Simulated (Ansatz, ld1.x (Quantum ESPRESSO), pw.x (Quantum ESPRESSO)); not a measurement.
## pw.x on diamond Br: one setting changed

Potential: norm-conserving RRKJ (Kleinman–Bylander form), ld1.x (Quantum ESPRESSO) 7.5, PBE; core [Ar] 3d10, reference 4s2 4p5; waves: 4s (bound): rc 1.40 bohr; 4p (bound): rc 1.85 bohr; 4d channel at -0.1 Ry: rc 1.80 bohr; local part: all-electron potential smoothed inside 1.25 bohr (lloc = -2); core correction: none; rho0 0.005.

The reference run (k-mesh 8³, cutoffs 100/400 Ry, Fermi–Dirac 0.01 Ry, mixing_beta 0.4, conv_thr 1e-9, no spin) gives -0.08 GPa at 43.935 Å³/atom, where all-electron LAPW gives 0.00 GPa. This run, with its own iteration cap, changes mixing_mode to TF.

```
&control
  calculation='scf', prefix='x', pseudo_dir='./', outdir='./tmp', tstress=.true., disk_io='none'
/
&system
  ibrav=0, nat=2, ntyp=1, ecutwfc=100, ecutrho=400, nbnd=15,
  occupations='smearing', smearing='fd', degauss=0.01
/
&electrons
  conv_thr=1e-09, mixing_beta=0.4, electron_maxstep=60, mixing_mode='TF'
/
ATOMIC_SPECIES
Br 1.0 Br.UPF
CELL_PARAMETERS angstrom
  0.00000000 3.52860905 3.52860905
  3.52860905 0.00000000 3.52860905
  3.52860905 3.52860905 0.00000000
ATOMIC_POSITIONS crystal
Br 0.0000 0.0000 0.0000
Br 0.2500 0.2500 0.2500
K_POINTS automatic
8 8 8 0 0 0
```

```bash
pw.x < Br.scf.in > Br.scf.out
```

Problem. How does the run end?

Solution. It converges in 7 iterations; the free energy moves by +0.0 meV/atom and the pressure by +0.00 GPa. The result is that of the reference run.

```
Message from routine setup:
     using ibrav=0 with symmetry is DISCOURAGED, use correct ibrav instead
     lattice parameter (alat)  =       9.4301  a.u.
     unit-cell volume          =     592.9762 (a.u.)^3
     number of electrons       =        14.00
     number of Kohn-Sham states=           15
     kinetic-energy cutoff     =     100.0000  Ry
     charge density cutoff     =     400.0000  Ry
     scf convergence threshold =      1.0E-09
     Exchange-correlation= PBE
     number of k points=    29  Fermi-Dirac smearing, width (Ry)=  0.0100
     iteration #  1     ecut=   100.00 Ry     beta= 0.40
     c_bands:  1 eigenvalues not converged
     total energy              =     -53.59797895 Ry
     estimated scf accuracy    <       0.00040361 Ry
     iteration #  2     ecut=   100.00 Ry     beta= 0.40
     total energy              =     -53.59802838 Ry
     estimated scf accuracy    <       0.00019447 Ry
     iteration #  3     ecut=   100.00 Ry     beta= 0.40
     total energy              =     -53.59804593 Ry
     estimated scf accuracy    <       0.00000643 Ry
     iteration #  4     ecut=   100.00 Ry     beta= 0.40
     total energy              =     -53.59804734 Ry
     estimated scf accuracy    <       0.00000057 Ry
     iteration #  5     ecut=   100.00 Ry     beta= 0.40
     total energy              =     -53.59804752 Ry
     estimated scf accuracy    <       0.00000016 Ry
     iteration #  6     ecut=   100.00 Ry     beta= 0.40
     total energy              =     -53.59804755 Ry
     estimated scf accuracy    <          5.5E-09 Ry
     iteration #  7     ecut=   100.00 Ry     beta= 0.40
     the Fermi energy is    -0.0162 ev
!    total energy              =     -53.59804755 Ry
     estimated scf accuracy    <          5.0E-10 Ry
     smearing contrib. (-TS)   =      -0.01936174 Ry
     The total energy is F=E-TS. E is the sum of the following terms:
     one-electron contribution =     -15.20959395 Ry
     hartree contribution      =      11.44989538 Ry
     xc contribution           =     -10.23456020 Ry
     ewald contribution        =     -39.58442703 Ry
     convergence has been achieved in   7 iterations
          total   stress  (Ry/bohr**3)                   (kbar)     P=       -0.77
     Message from routine punch:
     Nothing written, as per user request (disk_io='none')
```

The run took about 51 s on one core of a shared host (Intel(R) Xeon(R) 6975P-C, 192 threads, 756 GiB, load 114).
